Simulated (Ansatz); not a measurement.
# NbSi2N4 monolayer in a perpendicular field, part 2 of 2

Aim: how the NbSi2N4 monolayer screens a field along its normal, and what the field does to its bands. A positive field points along +c.

Ansatz 0.2.0; plane-wave DFT, PBE-D3(BJ), Ansatz PAW.

So far. Step 2 (Relaxation): The lattice constant a goes from 2.920 to 2.950 Å.

## 3. Atoms held, field 0 (continued)

Valence density in the ca plane at fractional y = 0.667, with atoms of Si and N within 0.2 Å of it. It is the smooth field of the valence electrons, not physical close to the nuclei.

Ten steps, logarithmic in the rise over the least value, from '0' (0.0 e/Å³) to '9' (3.5 e/Å³), each cell a mean:
```
00000000000235665333345776443334565421000000
00000000000235665333345776443334565421000000
00000000000135665445555665555444565421000000
00000000000134554567886556787654555320000000
00000000000124433579997557999864344310000000
00000000000124433579998557999864244310000000
00000000000134554567887556888654454320000000
00000000000135565445665565665445565421000000
```
Columns run along c (16.0 Å, from fractional 0.16 to 0.79 of the cell), rows up along a (3.0 Å). Atoms in or near the plane, at fractional coordinates: Si at (0.38, 0.33), N at (0.45, 0.33), N at (0.55, 0.33), Si at (0.62, 0.33).

The work function of the upper face is 5.40 eV.

## 4. Atoms held, field 0.1 V/Å

The input, input.yaml:

```yaml
crystal:
  lattice:
    - [2.9502389782, 0.0, 0.0]
    - [-1.4751194891, 2.5549819024, 0.0]
    - [0.0, 0.0, 25.0156502269]
  atoms:
    - { symbol: "N", position: [0.0, 0.0, 0.3597747777], spin: 0.01 }
    - { symbol: Si, position: [0.3333333333, 0.6666666667, 0.3799187159] }
    - { symbol: "N", position: [0.3333333333, 0.6666666667, 0.4497628605], spin: 0.01 }
    - { symbol: Nb, position: [0.0, 0.0, 0.5], spin: 0.35 }
    - { symbol: "N", position: [0.3333333333, 0.6666666667, 0.5502371395], spin: 0.01 }
    - { symbol: Si, position: [0.3333333333, 0.6666666667, 0.6200812841] }
    - { symbol: "N", position: [0.0, 0.0, 0.6402252223], spin: 0.01 }
magnetization:
  spin_polarized: true
kpoints:
  mp_grid: { grid: [18, 18, 1] }
  band_path:
    path: [[0, 0, 0], [0.5, 0, 0], [0.33333333, 0.33333333, 0], [0, 0, 0]]
    npoints: 16
hamiltonian:
  xc: pbe
  dispersion: d3bj
scf:
  occupations: { method: fermi_dirac, width: 0.02585 }
  convergence: { dr2_threshold: 1.0e-10 }
efield:
  axis: 3
  dipole_correction: true
  ramp_position: 0.97
  ramp_width: 0.06
  amplitude: 0.1
output:
  write_potential: true
  write_density: true
  volumetric_format: npy
```

Command:

```sh
ansatz run input.yaml --threads 2 --pin off --max-ram 3072MiB --backend cpu --events-out ev --progress --plain --runs-dir out
```

Run time: 35 s. Hardware: 2 threads of Intel Xeon Platinum 8559C (Emerald Rapids), shared host; peak memory 0.74 GiB.

The dipole is 0.0332 e·Å.

## 5. Atoms held, field -0.1 V/Å

input.yaml: that of step 4 with these lines changed.

```diff
@@ -31,3 +31,3 @@
   ramp_width: 0.06
-  amplitude: 0.1
+  amplitude: -0.1
 output:
```

Run time: 41 s. Hardware: 2 threads; peak memory 0.73 GiB; 78 s of CPU time.

The dipole is -0.0332 e·Å.

## 6. Response, atoms held

This step: plane-wave DFT, PBE-D3(BJ), Ansatz PAW; response to a field along the normal, atoms held (Ansatz 0.2.0).

The dipoles give the slope, and the difference of two potentials shows where the field is screened.

Numbers from this step:

```yaml
equivalent_conductor_thickness_p_eps_0ae: 7.961 Å
distance_between_the_outer_atoms: 7.016 Å
```

The dipole of the cell by applied field:

```
applied field (V/Å)  dipole of the cell (e·Å)
            -0.1000                   -0.0332
             0.0000                    3.9e-8
             0.1000                    0.0332
```

The total moment stays at 0.882 μB for applied field from -0.1 to 0.1 V/Å.

Local field over the applied field, running mean. From the potentials at -0.1 and 0.1 V/Å; running mean over 2.5 Å. Local field over applied field against z:

```
z (Å)  local field over applied field
    5                           0.998
    6                           0.982
    7                           0.862
    8                           0.555
    9                           0.277
   10                           0.166
   11                           0.127
   12                          0.0677
   13                          0.0670
   14                           0.126
   15                           0.165
   16                           0.274
   17                           0.549
   18                           0.859
   19                           0.981
   20                           0.998
```

The induced electron density oscillates, so the rows of the table below give means over windows of 0.5 Å about each position, cut where the curve ends. Its maxima inside the range that stand out by 2 % of the span (Å: e/Å³ per V/Å): 8.20: 0.00385, 9.17: 0.00120, 10.56: 0.00142, 11.40: 0.00113, 13.06: 7.7e-4, 14.04: -3.7e-4, 15.29: 0.00193, 16.12: -4.0e-4. Its minima: 8.89: 4.0e-4, 9.73: -0.00193, 10.98: 3.7e-4, 11.95: -7.7e-4, 13.62: -0.00113, 14.45: -0.00142, 15.84: -0.00120, 16.82: -0.00385.

Electrons, planar mean, per unit field. Table of induced electron density by z; means over each step:

```
z (Å)  induced electron density (e/Å³ per V/Å)
  4.5                                   1.8e-6
  5.0                                   6.7e-6
  5.5                                   2.4e-5
  6.0                                   8.1e-5
  6.5                                   2.6e-4
  7.0                                   7.5e-4
  7.5                                  0.00190
  8.0                                  0.00344
  8.5                                  0.00254
  9.0                                   7.8e-4
  9.5                                  -8.2e-4
 10.0                                  -6.4e-4
 10.5                                  0.00120
 11.0                                   6.8e-4
 11.5                                   5.8e-4
 12.0                                  -6.0e-4
 12.5                                  -9.7e-6
 13.0                                   6.0e-4
 13.5                                  -5.4e-4
 14.0                                  -6.8e-4
 14.5                                 -0.00121
 15.0                                   5.7e-4
 15.5                                   9.0e-4
 16.0                                  -7.8e-4
 16.5                                 -0.00244
 17.0                                 -0.00347
 17.5                                 -0.00194
 18.0                                  -7.8e-4
 18.5                                  -2.7e-4
 19.0                                  -8.5e-5
 19.5                                  -2.5e-5
 20.0                                  -6.9e-6
 20.5                                  -1.9e-6
```

By hand: between -0.1 and 0.1 V/Å the dipole changes by 0.06632 e·Å, a slope of 0.3316 e·Å²/V. A perfect conductor of thickness t has p = ε₀AEt, so t = 180.95 × 0.3316 / 7.538 = 7.96 Å (e/ε₀ = 180.95 V·Å, A in Å²).

The induced dipole is that of a conductor 7.96 Å thick.

## 7. Summary of results

```
gap without field                          : none
work function, upper face                  : 5.40 eV
equivalent conductor thickness, atoms held : 7.96 Å
```

The induced dipole equals that of a perfect conductor 7.96 Å thick, while the outer atoms lie 7.02 Å apart. There is no gap over 0.03 eV, with or without the field. For an open d or f shell that can be the fault of a semilocal functional without a Hubbard term. The magnetic order is the one reached from the typed start; other orders were not compared. Spin-orbit coupling is left out. The outer anions sit over the metal atoms, one of several polytypes of such layers and not the lowest for every compound.

[Logs are printed without paths, hosts, clocks, repeated set-up lines and the standing remarks that a program may print on its own settings, such as how far it seeks lower states.]

[Hosts, paths, dates, database ids (printed as entryN), source tags and the programs' standing remarks are cut or masked in the printed files.]

[Maps of the electrostatic potential energy from Ansatz leave out the sawtooth potential of an applied field or a dipole correction, so their vacuum need not be flat; planar profiles and work functions include it.]
